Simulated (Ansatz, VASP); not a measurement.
# ZnSe (ZnSe(110)) in two plane-wave programs, part 2 of 3

One calculation is typed for both programs; each brings its own data sets and cutoff. How far apart do they land?  The structure shown is the end of the VASP relaxation below.

VASP 6.6.1 and Ansatz 0.2.0.

So far: The structure; VASP: relaxation, PBE.

### 3. Ansatz: single point, PBE

Level of this step: Ansatz beside VASP: Kohn-Sham DFT, plane waves, PBE (Ansatz).

Ansatz runs on its default PAW (the set named soft_2) files.

The same cell, functional, mesh and smearing now go to Ansatz, which takes its cutoff from its data sets.

The input, input.yaml:

```yaml
crystal:
  lattice:
    - [4.05453519, 0.0, 0.0]
    - [0.0, 5.73397866, 0.0]
    - [0.0, 0.0, 32.21814077]
  atoms:
    - { symbol: Zn, position: [0.0, 0.05691358, 0.26258911] }
    - { symbol: Zn, position: [0.5, 0.48379238, 0.30690692] }
    - { symbol: Zn, position: [0.0, 0.99205321, 0.37468246] }
    - { symbol: Zn, position: [0.5, 0.49196806, 0.43603548] }
    - { symbol: Zn, position: [0.0, 0.9961886, 0.5] }
    - { symbol: Zn, position: [0.5, 0.49196806, 0.56396452] }
    - { symbol: Zn, position: [0.0, 0.99205321, 0.62531754] }
    - { symbol: Zn, position: [0.5, 0.48379238, 0.69309308] }
    - { symbol: Zn, position: [0.0, 0.05691358, 0.73741089] }
    - { symbol: Se, position: [0.0, 0.73633176, 0.31160659] }
    - { symbol: Se, position: [0.5, 0.25598812, 0.24214503] }
    - { symbol: Se, position: [0.0, 0.7431889, 0.4372969] }
    - { symbol: Se, position: [0.5, 0.24369332, 0.37267435] }
    - { symbol: Se, position: [0.0, 0.7431889, 0.5627031] }
    - { symbol: Se, position: [0.5, 0.24595275, 0.5] }
    - { symbol: Se, position: [0.0, 0.73633176, 0.68839341] }
    - { symbol: Se, position: [0.5, 0.24369332, 0.62732565] }
    - { symbol: Se, position: [0.5, 0.25598812, 0.75785497] }
hamiltonian:
  xc: pbe
  pseudopotentials: { kind: paw }
kpoints:
  mp_grid: { grid: [6, 4, 1] }
scf:
  occupations: { method: gaussian, width: 0.03 }
  n_extra_bands: 8
efield:
  axis: 3
  dipole_correction: true
  ramp_width: 0.04
output:
  forces: true
  eigenvalues: true
```

Run with:

```bash
$ ansatz run input.yaml --threads 8 --pin off --max-ram 18432MiB --backend cpu --events-out ev --progress --plain --runs-dir out
```

Numbers of over 12 decimals in the logs are rounded to 6 here.

The log of the run:

```text
scf.n_extra_bands = 8 over 126 filled bands (N_el = 252.0): the run solves 134 bands
Engine: ansatz 0.2.0, aarch64-unknown-linux-gnu
Pseudopotentials: kind: paw
Pseudopotential: Zn, paw, valence charge 12, recommended cutoff 420 eV (normal), Zn.paw.azcp
Pseudopotential: Se, paw, valence charge 16, recommended cutoff 420 eV (normal), Se.paw.azcp
Functional definition: PBE
  parameter kappa = 0.804
  parameter beta = 0.066725
  exchange = pbe_x(kappa = kappa, mu = beta*pi^2/3)
  correlation = pbe_c(beta = beta)
Crystal: 18 atoms, lattice volume = 749.027 Å³
Basis set: ecut = 420 eV, 14705 PW (Γ), exchange–correlation on 60×80×432 points (8 copies of the dense FFT grid, shifted against one another)
Bands: 134, of which v1, the nominal top of the filled ones, is band 126 counted from 1 (125 counted from 0)
Symmetry: 2 space group operations
k-points: 12 of 24 (time reversal used)
Non-local potential: Zn, projectors of the file, l = 0: 2, l = 1: 2, l = 2: 3, l = 3: 1
Non-local potential: Se, projectors of the file, l = 0: 2, l = 1: 2, l = 2: 3, l = 3: 1
PAW form: soft (Blöchl's): semilocal exchange-correlation on the pseudo side does not see the compensation charge
PAW one-centre angular grid: Zn, 590 points (default); XC on 64 Gauss nodes
PAW one-centre angular grid: Se, 590 points (default); XC on 64 Gauss nodes
Initial density: superposition of atomic densities (neutral atoms: chi_scale 0, normalization atom), corrected by the library's trained network
Initial wavefunctions: pseudopotential atomic-orbital guess
Functional: x = pbe(κ = 0.804, μ = 0.219515), c = pbe(β = 0.066725)
SCF iter   1: F=—  HF=-79104.917009 eV  |F-HF|=—  |Δ(HF+E_count)|=         —  Δρ=9.05e-4  dr2=4.25e-2  ethr=1.77e-3  p=0.000 e·Å  D=1.53e-13 V/Å  ΔV_dip=-0.00 eV  dr2_dipole=2.41e-8  V_vac-E_F(+/−)=4.71/4.71 eV  ⟨swp⟩=6.8  Hψ=6907  notcnv=0
efield: sawtooth ramp at fractional position 0.9800 (placed from the atoms, in the widest stretch of the axis that holds none; the zero of the levels goes with the place), width 0.0400; the density the first Hamiltonian is built on has a dipole p = 0.000 e·Å; the dipole correction subtracts the counter field D = 1.53e-13 V/Å, which shifts the + side's vacuum level by -0.00 eV against the − side's; the planar-averaged density in the ramp window peaks in size at 5.7e-6 e/Å³
preconditioner: auto → Resta (q_TF=auto, 2.275 Å⁻¹)  ε∞=4.7  [insulator: Δε(μ)=1.413 eV  Ē_g=9.034 eV  σ=0.030 eV  W_gap=1.00  n_scr=164 (ndim 8)  ℏωp=17.3 eV  f_vac=0.441  D(μ)=0.00/eV (n_scr^D=0)  ε∞_Penn≈4.7  vacuum switching on, ρ_ref=5.9e-3 e/Å³]
SCF iter   2: F=—  HF=-79104.911389 eV  |F-HF|=—  |Δ(HF+E_count)|=   5.62e-3  Δρ=4.61e-4  dr2=3.96e-3  ethr=1.69e-5  p=-0.000 e·Å  D=-1.05e-5 V/Å  ΔV_dip=0.00 eV  dr2_dipole=1.86e-8  V_vac-E_F(+/−)=4.85/4.85 eV  ⟨swp⟩=2.0  Hψ=2580  notcnv=0  defer=28
SCF iter   3: F=—  HF=-79104.911509 eV  |F-HF|=—  |Δ(HF+E_count)|=   1.21e-4  Δρ=2.00e-4  dr2=6.12e-4  ethr=1.57e-6  p=0.000 e·Å  D=4.82e-6 V/Å  ΔV_dip=-0.00 eV  dr2_dipole=3.05e-9  V_vac-E_F(+/−)=4.90/4.90 eV  ⟨swp⟩=2.0  Hψ=2476  notcnv=0  defer=28
SCF iter   4: F=—  HF=-79104.911772 eV  |F-HF|=—  |Δ(HF+E_count)|=   2.62e-4  Δρ=1.47e-4  dr2=1.36e-4  ethr=2.43e-7  p=-0.000 e·Å  D=-1.31e-6 V/Å  ΔV_dip=0.00 eV  dr2_dipole=3.22e-10  V_vac-E_F(+/−)=4.93/4.93 eV  ⟨swp⟩=2.0  Hψ=2551  notcnv=0  defer=28
SCF iter   5: F=—  HF=-79104.911764 eV  |F-HF|=—  |Δ(HF+E_count)|=   8.06e-6  Δρ=5.18e-5  dr2=2.63e-5  ethr=5.40e-8  p=-0.000 e·Å  D=-5.17e-7 V/Å  ΔV_dip=0.00 eV  dr2_dipole=6.39e-11  V_vac-E_F(+/−)=4.93/4.93 eV  ⟨swp⟩=2.0  Hψ=2453  notcnv=0  defer=28
SCF iter   6: F=—  HF=-79104.912035 eV  |F-HF|=—  |Δ(HF+E_count)|=   2.71e-4  Δρ=1.83e-5  dr2=3.63e-6  ethr=1.04e-8  p=0.000 e·Å  D=8.81e-7 V/Å  ΔV_dip=-0.00 eV  dr2_dipole=8.99e-11  V_vac-E_F(+/−)=4.94/4.94 eV  ⟨swp⟩=2.0  Hψ=2505  notcnv=0  defer=30
SCF iter   7: F=—  HF=-79104.912037 eV  |F-HF|=—  |Δ(HF+E_count)|=   2.06e-6  Δρ=6.38e-6  dr2=3.86e-7  ethr=1.44e-9  p=0.000 e·Å  D=1.06e-7 V/Å  ΔV_dip=-0.00 eV  dr2_dipole=9.04e-13  V_vac-E_F(+/−)=4.94/4.94 eV  ⟨swp⟩=2.0  Hψ=2669  notcnv=0  defer=30
SCF iter   8: F=-79104.912037 eV  HF=-79104.912037 eV  |F-HF|=1.85e-9  |Δ(HF+E_count)|=   4.65e-7  Δρ=1.96e-6  dr2=3.22e-8  ethr=3.97e-11  p=-0.000 e·Å  D=-1.34e-7 V/Å  ΔV_dip=0.00 eV  dr2_dipole=2.90e-12  V_vac-E_F(+/−)=4.94/4.94 eV  ⟨swp⟩=9.8  Hψ=8056  notcnv=0
SCF 1 converged in 8 iterations: F = -79104.912037 eV  dr2 = 3.22e-8
  greatest PAW one-centre occupation: 1.000 electrons in one spin orbital (limit 2), on the Se atom at site 10 (counted from 0), in its partial waves of l = 2
SCF converged after 8 iterations
Free energy (F): -79104.912037 eV
Harris-Foulkes:  -79104.912037 eV  (|F-HF|=1.85e-9)
Internal energy: -79104.912037 eV  (E = F + TS)
E sigma→0 (E₀):  -79104.912037 eV
Fermi energy:    1.836951 eV
Dipole field:    D = 0.000001 V/Å  (p = 0.000004 e·Å, saw-weighted, corrected)
Work function:   Φ+ = 4.9392 eV   Φ− = 4.9392 eV
Levels:          The Fermi level and band energies are counted from a zero that moves with the ramp; work functions are not
--- Per-component energies (eV) ---
  E_band       = -4823.597633
  E_kinetic    = 2240.428323
  E_local      = -293921.216204  (includes V_loc(G=0)·N_el)
  E_nonlocal   = 168.042450
  E_hartree    = 144821.248241
  E_xc         = -2167.178889
  E_vxc        = -1343.808298  (∫ρ·V_xc dr)
  E_paw        = -33657.469089  (= ΣΔE_a)
  E_vpaw       = -1609.564359  (= ΣTr[D̂ρ^β])
  E_aug_tail   = -0.008397  (compensation charges beyond the density's cutoff)
  E_efield     = 0.000000  (sawtooth field / dipole correction)
  E_vefield    = 0.000000  (∫n·V_field dr)
  E_ewald      = 103411.241528
  E_smearing   = -0.000000  (= −TS)
  E_closure    = 0.000000  (closes the sum)
  Σ components = -79104.912037   (vs F -79104.912037, Δ=0.00e0)
--- Forces (eV/Å), atoms counted from 1 ---
  atom   1  Zn     0.00000000     0.02817301     0.00100962
  atom   2  Zn     0.00000000     0.01340840     0.00665970
  atom   3  Zn     0.00000000    -0.02038701    -0.00161620
  atom   4  Zn     0.00000000     0.00436538     0.01974212
  atom   5  Zn     0.00000000    -0.02020861     0.00000176
  atom   6  Zn     0.00000000     0.00436609    -0.01973941
  atom   7  Zn     0.00000000    -0.02038644     0.00161735
  atom   8  Zn     0.00000000     0.01340872    -0.00665969
  atom   9  Zn     0.00000000     0.02817296    -0.00100990
  atom  10  Se     0.00000000     0.01676669    -0.00276199
  atom  11  Se     0.00000000    -0.01851971     0.04454355
  atom  12  Se     0.00000000    -0.01568797    -0.01650296
  atom  13  Se     0.00000000     0.00757835     0.01874097
  atom  14  Se     0.00000000    -0.01568807     0.01649999
  atom  15  Se     0.00000000    -0.01120100    -0.00000203
  atom  16  Se     0.00000000     0.01676664     0.00276210
  atom  17  Se     0.00000000     0.00757837    -0.01874224
  atom  18  Se     0.00000000    -0.01851993    -0.04454318
  max |Σ_I F_I| component: 1.41e-5 eV/Å
--- Band table (eV; the first three rows and the last of 12) ---
  k-point 0: bands = [... 122 lower, 0.8952, 0.9857, 1.0412, 1.1059, 2.5680, 3.2209, 3.8649, 4.2385, ... 4 higher]
  k-point 1: bands = [... 122 lower, 0.7340, 0.7393, 0.7472, 0.7894, 3.6306, 3.6558, 3.7669, 3.9416, ... 4 higher]
  k-point 2: bands = [... 122 lower, 0.3324, 0.3543, 0.4656, 0.4719, 3.6920, 3.7005, 3.9401, 4.0155, ... 4 higher]
  k-point 11: bands = [... 122 lower, 0.1293, 0.1685, 0.3907, 0.4045, 3.6905, 3.8988, 4.1474, 4.7268, ... 4 higher]
```

Wall time 42 s (8 threads of Arm Neoverse N1, shared host); peak memory 4 GiB.

### 4. Side by side

Known differences besides the PAW data sets themselves: the data sets hold 252 valence electrons in Ansatz (default PAW (the set named soft_2) files) and 162 in VASP; the cutoff is 420 eV in Ansatz and 320 eV in VASP (PREC = Normal, projectors in real space); VASP leaves aspherical gradient terms in its spheres out (LASPH is not set), Ansatz keeps them. Total energies have different zeros and are not compared.

Compared:

| quantity | Ansatz | VASP | difference |
| --- | --- | --- | --- |
| gap on the k mesh (eV) | 1.462 | 1.458 | +0.004 |

At this near-relaxed geometry the largest component of a force difference is 35 meV/Å.

### 5. VASP: band structure, PBE

Levels along a path test the potential and the projectors away from the mesh points.

The input, INCAR:

```
SYSTEM = ZnSe
PREC = Normal
ENCUT = 320
EDIFF = 1E-06
NELM = 120
ISMEAR = 0
SIGMA = 0.03
LREAL = Auto
ALGO = Fast
GGA = PE
NBANDS = 100
LORBIT = 11
LWAVE = .FALSE.
LCHARG = .TRUE.
KPAR = 2
IDIPOL = 3
LDIPOL = .TRUE.
DIPOL = 0.5 0.5 0.5
LVHAR = .TRUE.
LVACPOTAV = .TRUE.
NEDOS = 1500
```

The input, POSCAR:

```
ZnSe
1.0
    4.0545351924      0.0000000000      0.0000000000
    0.0000000000      5.7339786582      0.0000000000
    0.0000000000      0.0000000000     32.2181407696
Zn Se
9 9
Direct
    0.0000000000      0.0569135799      0.2625891071
    0.5000000000      0.4837923787      0.3069069177
    0.0000000000      0.9920532079      0.3746824639
    0.5000000000      0.4919680607      0.4360354792
    0.0000000000      0.9961886024      0.5000000000
    0.5000000000      0.4919680607      0.5639645208
    0.0000000000      0.9920532079      0.6253175361
    0.5000000000      0.4837923787      0.6930930823
    0.0000000000      0.0569135799      0.7374108929
    0.0000000000      0.7363317625      0.3116065850
    0.5000000000      0.2559881230      0.2421450286
    0.0000000000      0.7431888966      0.4372968980
    0.5000000000      0.2436933158      0.3726743486
    0.0000000000      0.7431888966      0.5627031020
    0.5000000000      0.2459527474      0.5000000000
    0.0000000000      0.7363317625      0.6883934150
    0.5000000000      0.2436933158      0.6273256514
    0.5000000000      0.2559881230      0.7578549714
```

The input, KPOINTS:

```
Automatic mesh
0
Gamma
6 4 1
0 0 0
```

The input, KPOINTS_OPT:

```
Line mode
14
Line-mode
Reciprocal
  0.00000000   0.00000000   0.00000000 GAMMA
  0.50000000   0.00000000   0.00000000 X

  0.50000000   0.00000000   0.00000000 X
  0.50000000   0.50000000   0.00000000 S

  0.50000000   0.50000000   0.00000000 S
  0.00000000   0.50000000   0.00000000 Y

  0.00000000   0.50000000   0.00000000 Y
  0.00000000   0.00000000   0.00000000 GAMMA

  0.00000000   0.00000000   0.00000000 GAMMA
  0.50000000   0.50000000   0.00000000 S
```

The projector-augmented-wave data sets are Zn and Se (PBE family, release 64).

Run with:

```bash
$ mpirun -np 4 vasp_std
```

The log of the run:

```text
[banner, memory and clock lines left out]
running    4 mpi-ranks, on    1 nodes
[...]
LDA part: xc-table for (Slater+PW92), standard interpolation
 POSCAR, INCAR and KPOINTS ok, starting setup
[...]
entering main loop
       N       E                     dE             d eps       ncg     rms          rms(c)
DAV:   1     0.981954685605E+03    0.98195E+03   -0.54271E+04  2480   0.110E+03
DAV:   2     0.707187252011E+02   -0.91124E+03   -0.87271E+03  2672   0.293E+02
DAV:   3    -0.506691807245E+02   -0.12139E+03   -0.12036E+03  2676   0.114E+02
DAV:   4    -0.561692838839E+02   -0.55001E+01   -0.54719E+01  2752   0.223E+01
[...]
RMM:  15    -0.533630037023E+02   -0.29119E-04   -0.43325E-05  2819   0.328E-02    0.410E-02
RMM:  16    -0.533630085379E+02   -0.48356E-05   -0.30072E-05  2771   0.120E-02    0.365E-02
RMM:  17    -0.533630090541E+02   -0.51622E-06   -0.37597E-06  2188   0.553E-03
|                                                                             |
[...]
|     workfunction values.                                                    |
|                                                                             |

   1 F= -.53363009E+02 E0= -.53363009E+02  d E =-.513348E-11
 Start KPOINTS_OPT (optional k-point list driver)
k-point batch [1-12\70]
       N       E                     dE             ncg
DAV:   1    -0.167581216449E+04   -0.16982E+05     2440
DAV:   2    -0.125864620393E+05   -0.10911E+05     2672
DAV:   3    -0.140299261208E+05   -0.14435E+04     2668
DAV:   4    -0.140948630367E+05   -0.64937E+02     2736
[...]
DAV:   8    -0.140964760371E+05   -0.63554E-04     2744
DAV:   9    -0.140964760398E+05   -0.27827E-05     1960
DAV:  10    -0.140964760401E+05   -0.24326E-06     1648
[...]
k-point batch [61-70\70]
       N       E                     dE             ncg
DAV:   1    -0.978689534048E+03   -0.28168E+05     2072
DAV:   2    -0.100425498099E+05   -0.90639E+04     2236
DAV:   3    -0.111978518859E+05   -0.11553E+04     2236
DAV:   4    -0.112479302471E+05   -0.50078E+02     2336
[...]
DAV:   8    -0.112491166543E+05   -0.48586E-04     2296
DAV:   9    -0.112491166564E+05   -0.20900E-05     1728
DAV:  10    -0.112491166565E+05   -0.15839E-06     1504
```

[end of part 2 of 3]

[Lines on the potential files, build, host, timing and source positions are cut from VASP's logs without a mark.]

[Logs are printed without paths, hosts, clocks, repeated set-up lines and the standing remarks that a program may print on its own settings, such as how far it seeks lower states.]

[Hosts, paths, dates, database ids (printed as entryN), source tags and the programs' standing remarks are cut or masked in the printed files.]
